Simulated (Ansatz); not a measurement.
**hcp against bcc along group 4**

Computed with DFT, LDA (PW92), plane waves (420 eV) with PAW, scalar-relativistic in Ansatz 0.2.0. (PAW data from PBE, frozen cores regenerated.)

Each structure is relaxed within its symmetry, in the lowest magnetic state of the tried starts. Differences under about 8 meV lie within the error of the k-point mesh.

```json
{"element": "Ti", "E(hcp) − E(bcc) (meV/atom)": "-89", "V(hcp) (Å³/atom)": "16.11", "V(bcc) (Å³/atom)": "15.91", "state of hcp": "non-magnetic", "state of bcc": "spin not included"}
{"element": "Zr", "E(hcp) − E(bcc) (meV/atom)": "-44", "V(hcp) (Å³/atom)": "21.78", "V(bcc) (Å³/atom)": "21.21", "state of hcp": "spin not included", "state of bcc": "spin not included"}
{"element": "Hf", "E(hcp) − E(bcc) (meV/atom)": "-145", "V(hcp) (Å³/atom)": "20.83", "V(bcc) (Å³/atom)": "20.44", "state of hcp": "spin not included", "state of bcc": "spin not included"}
```
